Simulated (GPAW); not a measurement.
# Bi (Im-3m) in GPAW: convergence with smearing width (eV), part 2 of 2

GPAW 26.7.0. Earlier steps stand in the parts before.

### Step 7. With smearing width (eV) 0.02

Contents of run.py:

```python
import json
import numpy as np
import spglib
from ase import Atoms
from ase.calculators.mixing import SumCalculator
from ase.constraints import FixSymmetry
from ase.filters import FrechetCellFilter
from ase.io import read, write
from ase.optimize import BFGS
from ase.stress import full_3x3_to_voigt_6_stress, voigt_6_to_full_3x3_strain, voigt_6_to_full_3x3_stress
from ase.units import GPa
from dftd3.ase import DFTD3
from gpaw import GPAW, PW

atoms = read('Bi.cif')
cell, positions, numbers = spglib.find_primitive(
    (atoms.cell[:], atoms.get_scaled_positions(), atoms.numbers), symprec=1e-4)
atoms = Atoms(numbers, cell=cell, scaled_positions=positions, pbc=True)

calc = GPAW(mode=PW(450),
            xc='MGGA_X_TPSS+MGGA_C_TPSS',
            kpts={'size': (7, 7, 7), 'gamma': True},
            occupations={'name': 'fermi-dirac', 'width': 0.02},
            nbands=15,
            convergence={'density': 1e-06, 'eigenstates': 1e-09},
            eigensolver='davidson',
            maxiter=150,
            symmetry={'tolerance': 0.001},
            txt='gpaw.txt')
atoms.calc = SumCalculator([calc, DFTD3(method='tpss', damping='d3bj')])
atoms.set_constraint(FixSymmetry(atoms))
BFGS(FrechetCellFilter(atoms), trajectory='relax.traj', logfile='-').run(fmax=0.005, steps=40)
atoms.set_constraint()
energy = atoms.get_potential_energy()
forces = atoms.get_forces()
stress = atoms.get_stress()
calc.write('gs.gpw')
write('result.traj', atoms)
print('Cell:', atoms.cell.cellpar().round(4))
print(atoms.get_scaled_positions().round(5))

gpts = tuple(int(n) for n in calc.get_number_of_grid_points())
cell = atoms.cell[:].T
dataset = spglib.get_symmetry((atoms.cell[:], atoms.get_scaled_positions(), atoms.numbers), symprec=1e-4)
rotations = [cell @ w @ np.linalg.inv(cell) for w in dataset['rotations']]
strains, clamped, relaxed = [], [], []
for v in [0, 3]:
    for e in (-0.005, 0.005):
        voigt = np.zeros(6)
        voigt[v] = e
        F = voigt_6_to_full_3x3_strain(voigt)
        a = atoms.copy()
        a.set_cell(atoms.cell[:] @ F, scale_atoms=True)
        c = GPAW(mode=PW(450),
                 xc='MGGA_X_TPSS+MGGA_C_TPSS',
                 kpts={'size': (7, 7, 7), 'gamma': True},
                 occupations={'name': 'fermi-dirac', 'width': 0.02},
                 nbands=15,
                 convergence={'density': 1e-06, 'eigenstates': 1e-09},
                 eigensolver='davidson',
                 maxiter=150,
                 symmetry={'tolerance': 0.001},
                 gpts=gpts,
                 txt=f'strain-{v}{e:+.3f}.txt')
        a.calc = SumCalculator([c, DFTD3(method='tpss', damping='d3bj')])
        s0 = s1 = a.get_stress() - stress
        print(v, e, 'clamped', (s0 / GPa).round(3), 'relaxed', (s1 / GPa).round(3), flush=True)
        for R in rotations:  # images under the point group
            eps = R @ (F - np.eye(3)) @ R.T
            strains.append(full_3x3_to_voigt_6_stress(eps) * [1, 1, 1, 2, 2, 2])
            for s, rows in ((s0, clamped), (s1, relaxed)):
                rows.append(full_3x3_to_voigt_6_stress(R @ voigt_6_to_full_3x3_stress(s) @ R.T))

C0, C = (np.linalg.lstsq(np.array(strains), np.array(s), rcond=None)[0].T / GPa for s in (clamped, relaxed))
print('Clamped-ion Cij (GPa):')
print(C0.round(1))
print('Relaxed-ion Cij (GPa):')
print(C.round(1))
json.dump({'clamped': C0.tolist(), 'relaxed': C.tolist()}, open('elastic.json', 'w'))
```

Contents of Bi.cif:

```cif
data_Bi
_cell_length_a 3.96286106
_cell_length_b 3.96286106
_cell_length_c 3.96286106
_cell_angle_alpha 90.00000000
_cell_angle_beta 90.00000000
_cell_angle_gamma 90.00000000
_space_group_name_H-M_alt 'Im-3m'
_space_group_name_Hall '-I 4 2 3'
_space_group_IT_number 229
loop_
_space_group_symop_operation_xyz
'x,y,z'
'-x,-y,-z'
'-y,x,z'
'y,-x,-z'
'-x,-y,z'
'x,y,-z'
'y,-x,z'
'-y,x,-z'
'x,-y,-z'
'-x,y,z'
'-y,-x,-z'
'y,x,z'
'-x,y,-z'
'x,-y,z'
'y,x,-z'
'-y,-x,z'
'z,x,y'
'-z,-x,-y'
'z,-y,x'
'-z,y,-x'
'z,-x,-y'
'-z,x,y'
'z,y,-x'
'-z,-y,x'
'-z,x,-y'
'z,-x,y'
'-z,-y,-x'
'z,y,x'
'-z,-x,y'
'z,x,-y'
'-z,y,x'
'z,-y,-x'
'y,z,x'
'-y,-z,-x'
'x,z,-y'
'-x,-z,y'
'-y,z,-x'
'y,-z,x'
'-x,z,y'
'x,-z,-y'
'-y,-z,x'
'y,z,-x'
'-x,-z,-y'
'x,z,y'
'y,-z,-x'
'-y,z,x'
'x,-z,y'
'-x,z,-y'
'x+1/2,y+1/2,z+1/2'
'-x+1/2,-y+1/2,-z+1/2'
'-y+1/2,x+1/2,z+1/2'
'y+1/2,-x+1/2,-z+1/2'
'-x+1/2,-y+1/2,z+1/2'
'x+1/2,y+1/2,-z+1/2'
'y+1/2,-x+1/2,z+1/2'
'-y+1/2,x+1/2,-z+1/2'
'x+1/2,-y+1/2,-z+1/2'
'-x+1/2,y+1/2,z+1/2'
'-y+1/2,-x+1/2,-z+1/2'
'y+1/2,x+1/2,z+1/2'
'-x+1/2,y+1/2,-z+1/2'
'x+1/2,-y+1/2,z+1/2'
'y+1/2,x+1/2,-z+1/2'
'-y+1/2,-x+1/2,z+1/2'
'z+1/2,x+1/2,y+1/2'
'-z+1/2,-x+1/2,-y+1/2'
'z+1/2,-y+1/2,x+1/2'
'-z+1/2,y+1/2,-x+1/2'
'z+1/2,-x+1/2,-y+1/2'
'-z+1/2,x+1/2,y+1/2'
'z+1/2,y+1/2,-x+1/2'
'-z+1/2,-y+1/2,x+1/2'
'-z+1/2,x+1/2,-y+1/2'
'z+1/2,-x+1/2,y+1/2'
'-z+1/2,-y+1/2,-x+1/2'
'z+1/2,y+1/2,x+1/2'
'-z+1/2,-x+1/2,y+1/2'
'z+1/2,x+1/2,-y+1/2'
'-z+1/2,y+1/2,x+1/2'
'z+1/2,-y+1/2,-x+1/2'
'y+1/2,z+1/2,x+1/2'
'-y+1/2,-z+1/2,-x+1/2'
'x+1/2,z+1/2,-y+1/2'
'-x+1/2,-z+1/2,y+1/2'
'-y+1/2,z+1/2,-x+1/2'
'y+1/2,-z+1/2,x+1/2'
'-x+1/2,z+1/2,y+1/2'
'x+1/2,-z+1/2,-y+1/2'
'-y+1/2,-z+1/2,x+1/2'
'y+1/2,z+1/2,-x+1/2'
'-x+1/2,-z+1/2,-y+1/2'
'x+1/2,z+1/2,y+1/2'
'y+1/2,-z+1/2,-x+1/2'
'-y+1/2,z+1/2,x+1/2'
'x+1/2,-z+1/2,y+1/2'
'-x+1/2,z+1/2,-y+1/2'
loop_
_atom_site_label
_atom_site_type_symbol
_atom_site_symmetry_multiplicity
_atom_site_Wyckoff_symbol
_atom_site_fract_x
_atom_site_fract_y
_atom_site_fract_z
_atom_site_occupancy
Bi1 Bi 2 a 0.0000000000 0.0000000000 0.0000000000 1
```

Potentials or basis: GPAW PAW data sets (gpaw-data 1.2.1), pw.

On the command line:

```
$ OMP_NUM_THREADS=1 python run.py
```

gpaw.txt:

```text
__  _  _
 | _ |_)|_||  |
 |__||  | ||/\| - 26.7.0

Input parameters:
  mode=PW(ecut=450.00000000000006),
  convergence={'density': 1e-06, 'eigenstates': 1e-09},
  eigensolver=Davidson(niter=2),
  kpts=MonkhorstPack(size=(7, 7, 7), gamma=True),
  maxiter=150,
  nbands=15,
  occupations=Occupations(name='fermi-dirac', width=0.02),
  symmetry=Symmetry(tolerance=0.001),
  xc=XC(name='MGGA_X_TPSS+MGGA_C_TPSS')

Diagonalizing LCAO Hamiltonian
Converting LCAO to pw mode

       Bi

Atoms  # Å, Bohr magnetons
|   | symbol |        x |        y |        z |    initial magnetic moments |
|---|--------|----------|----------|----------|-----------------------------|
| 0 |     Bi | 0.000000 | 0.000000 | 0.000000 | ( 0.0000,  0.0000,  0.0000) |
[... 168 lines left out ...]
SCF iterations
|iter     | |      energy | eigst |  dens |
|---------|-|-------------|-------|-------|
|iter:   1| |   77.833949 | +2.85 |       |
|iter:   2| |   11.006824 | +0.29 | -1.10 |
|iter:   3| |   10.791236 | -1.44 | -1.81 |
|iter:   4| |   10.752355 | -2.37 | -1.83 |
|iter:   5| |   10.807796 | -3.05 | -1.79 |
|iter:   6| |   10.807078 | -4.87 | -2.47 |
|iter:   7| |   10.805994c| -4.18 | -2.51 |
|iter:   8| |   10.806359c| -5.12 | -2.78 |
|iter:   9| |   10.806358c| -6.01 | -2.88 |
|iter:  10| |   10.806383c| -5.82 | -2.91 |
|iter:  11| |   10.806400c| -6.77 | -2.98 |
|iter:  12| |   10.806489c| -5.02 | -3.01 |
|iter:  13| |   10.806481c| -5.81 | -3.29 |
|iter:  14| |   10.806480c| -7.66 | -4.07 |
|iter:  15| |   10.806480c| -8.23 | -4.57 |
|iter:  16| |   10.806480c|-10.01c| -5.48 |
|iter:  17| |   10.806480c|-11.30c| -6.21c|

Converged in 17 steps
Energy contributions relative to reference atoms: (reference = -584848.382953)

Energy contributions:
  Kinetic:          12.077895
  Coulomb:         -10.961861
  Zero:             -1.418759
  External:          0.000000
  Xc:               11.110494
  Entropy:          -0.002578
  Spinorbit:         0.000000
  ----------------------------
  Free energy:      10.805191
  Extrapolated:     10.806480
[... 26 lines left out ...]
Stress tensor  # eV/Ang^3
|         x |         y |         z |
|-----------|-----------|-----------|
| -0.000214 |  0.000000 |  0.000000 |
|  0.000000 | -0.000214 |  0.000000 |
|  0.000000 |  0.000000 | -0.000214 |

Forces  # eV/Ang
|        x |       y |        z |
|----------|---------|----------|
| -0.00000 | 0.00000 | -0.00000 |  # Bi   0

Interpolating wave functions to new cell

       Bi
[... 173 lines left out ...]
SCF iterations
|iter     | |      energy | eigst |  dens |
|---------|-|-------------|-------|-------|
|iter:   1| | 8237.942368 |       |       |
|iter:   2| |   10.843657 | +0.03 | -0.87 |
|iter:   3| |   10.804546 | -1.95 | -1.94 |
|iter:   4| |   10.813515 | -3.70 | -1.98 |
|iter:   5| |   10.815626 | -3.89 | -2.22 |
|iter:   6| |   10.815554c| -4.92 | -2.70 |
|iter:   7| |   10.815152c| -3.87 | -2.73 |
|iter:   8| |   10.815091c| -4.56 | -3.20 |
|iter:   9| |   10.815136c| -6.04 | -3.49 |
|iter:  10| |   10.815139c| -5.99 | -3.55 |
|iter:  11| |   10.815145c| -6.72 | -3.62 |
|iter:  12| |   10.815147c| -6.39 | -3.71 |
|iter:  13| |   10.815147c| -7.49 | -4.17 |
|iter:  14| |   10.815147c| -7.30 | -4.72 |
|iter:  15| |   10.815147c| -8.53 | -5.16 |
|iter:  16| |   10.815147c|-10.05c| -5.90 |
|iter:  17| |   10.815147c|-10.11c| -6.32c|

Converged in 17 steps
Energy contributions relative to reference atoms: (reference = -584848.382953)

Energy contributions:
  Kinetic:          13.629746
  Coulomb:         -12.201738
  Zero:             -1.419453
  External:          0.000000
  Xc:               10.807679
  Entropy:          -0.002174
  Spinorbit:         0.000000
  ----------------------------
  Free energy:      10.814060
  Extrapolated:     10.815147
[... 26 lines left out ...]
Stress tensor  # eV/Ang^3
|         x |         y |         z |
|-----------|-----------|-----------|
| -0.012599 | -0.000000 |  0.000000 |
| -0.000000 | -0.012599 | -0.000000 |
|  0.000000 | -0.000000 | -0.012599 |

Forces  # eV/Ang
|        x |       y |       z |
|----------|---------|---------|
| -0.00000 | 0.00000 | 0.00000 |  # Bi   0

Interpolating wave functions to new cell

       Bi
[... 173 lines left out ...]
SCF iterations
|iter     | |      energy | eigst |  dens |
|---------|-|-------------|-------|-------|
|iter:   1| |  116.021788 |       |       |
|iter:   2| |   10.824653 | +0.29 | -0.85 |
|iter:   3| |   10.822824 | -1.86 | -1.86 |
|iter:   4| |   10.839936 | -3.49 | -1.89 |
|iter:   5| |   10.841735 | -4.04 | -2.24 |
|iter:   6| |   10.841677c| -4.86 | -2.63 |
|iter:   7| |   10.841249c| -3.71 | -2.67 |
|iter:   8| |   10.841141c| -4.28 | -3.16 |
|iter:   9| |   10.841220c| -5.79 | -3.67 |
|iter:  10| |   10.841226c| -5.92 | -3.83 |
|iter:  11| |   10.841228c| -7.79 | -3.81 |
|iter:  12| |   10.841230c| -6.49 | -3.86 |
|iter:  13| |   10.841230c| -7.88 | -4.39 |
|iter:  14| |   10.841230c| -7.26 | -4.76 |
|iter:  15| |   10.841230c| -9.44c| -5.43 |
|iter:  16| |   10.841230c|-10.80c| -6.14c|

Converged in 16 steps
Energy contributions relative to reference atoms: (reference = -584848.382953)

Energy contributions:
  Kinetic:          15.642248
  Coulomb:         -13.814245
  Zero:             -1.420456
  External:          0.000000
  Xc:               10.434681
  Entropy:          -0.001994
  Spinorbit:         0.000000
  ----------------------------
  Free energy:      10.840233
  Extrapolated:     10.841230
[... 26 lines left out ...]
Stress tensor  # eV/Ang^3
|         x |         y |         z |
|-----------|-----------|-----------|
| -0.029673 |  0.000000 |  0.000000 |
|  0.000000 | -0.029673 | -0.000000 |
|  0.000000 | -0.000000 | -0.029673 |

Forces  # eV/Ang
|       x |       y |        z |
|---------|---------|----------|
| 0.00000 | 0.00000 | -0.00000 |  # Bi   0

Interpolating wave functions to new cell

       Bi
[... 173 lines left out ...]
SCF iterations
|iter     | |      energy | eigst |  dens |
|---------|-|-------------|-------|-------|
|iter:   1| |-47932.215390 |       |       |
|iter:   2| |   10.894530 | +0.08 | -0.49 |
|iter:   3| |   10.757899 | -1.90 | -1.79 |
|iter:   4| |   10.773404 | -3.89 | -1.68 |
|iter:   5| |   10.805817 | -3.66 | -1.72 |
|iter:   6| |   10.823804 | -3.69 | -1.86 |
|iter:   7| |   10.825867 | -4.81 | -2.02 |
|iter:   8| |   10.827062c| -5.82 | -2.05 |
|iter:   9| |   10.832743c| -4.46 | -2.07 |
|iter:  10| |   10.831733c| -5.64 | -2.21 |
|iter:  11| |   10.836370c| -4.34 | -2.18 |
|iter:  12| |   10.838027c| -4.34 | -2.42 |
|iter:  13| |   10.838008c| -5.42 | -3.03 |
|iter:  14| |   10.838012c| -6.14 | -3.72 |
|iter:  15| |   10.838012c| -6.51 | -4.02 |
|iter:  16| |   10.838012c| -7.52 | -4.91 |
|iter:  17| |   10.838012c| -8.54 | -5.55 |
|iter:  18| |   10.838012c| -9.72c| -6.38c|

Converged in 18 steps
Energy contributions relative to reference atoms: (reference = -584848.382953)

Energy contributions:
  Kinetic:          15.427523
  Coulomb:         -13.641045
  Zero:             -1.420074
  External:          0.000000
  Xc:               10.472608
  Entropy:          -0.002000
  Spinorbit:         0.000000
  ----------------------------
  Free energy:      10.837012
  Extrapolated:     10.838012
[... 26 lines left out ...]
Stress tensor  # eV/Ang^3
|         x |         y |         z |
|-----------|-----------|-----------|
| -0.027815 |  0.000000 | -0.000000 |
|  0.000000 | -0.027815 | -0.000000 |
| -0.000000 | -0.000000 | -0.027815 |

Forces  # eV/Ang
|        x |       y |        z |
|----------|---------|----------|
| -0.00000 | 0.00000 | -0.00000 |  # Bi   0

# Writing to gs.gpw (mode='')
```

Wall time 4.4 min (1 thread of Arm Neoverse V2, shared host); peak memory 0.74 GiB.

Results:

* Free energy: 10.0343 eV
* Relaxed volume: 29.14 Å³/atom
* Relaxed cell: a = 3.358 Å, b = 3.358 Å, c = 3.358 Å, α = 109.47°, β = 109.47°, γ = 109.47°
* Space group after relaxing (to 0.05 Å): Im-3m (No. 229)
* Pressure after relaxing: 0.0 GPa
* Band gap on the k mesh: none (metal or under the smearing width)
* Elastic constants C11, C12, C44: 57, 74, 40 GPa
* Voigt bulk modulus: 68 GPa
* Dispersion energy per atom: -0.803 eV

### Step 8. The series at a glance

```tsv
smearing width (eV)	energy less the tightest run, at zero smearing (meV/atom)	SCF cycles	CPU time (s)	peak memory (GiB)
0.4	-22.71	17	270	0.74
0.25	-8.83	17	260	0.74
0.15	-2.47	17	270	0.86
0.1	-1.37	17	270	0.74
0.05	-0.78	17	270	0.74
0.02	0.00	17	270	0.74
```

Against the tightest run, the energy stays within 1 meV/atom from 0.05 on. Narrower smearing needs a denser k mesh, so at a fixed mesh the narrowest width isn't the most accurate. The tightest run that finished is the yardstick and may itself not be fully converged.

Caveats: the cutoff is short for stress and forces, so pressures can be off by a GPa or more; the density grid can change from cell to cell, which puts small steps into energies and stress; the elastic tensor has a negative eigenvalue, so either the cell is unstable as it stands or the mesh is too thin; the PAW data sets were made with another functional, which shifts forces and pressure a little; spin-orbit coupling is left out, which moves the levels of the heavy elements; pairwise dispersion overbinds metals, which lowers pressure and volume.
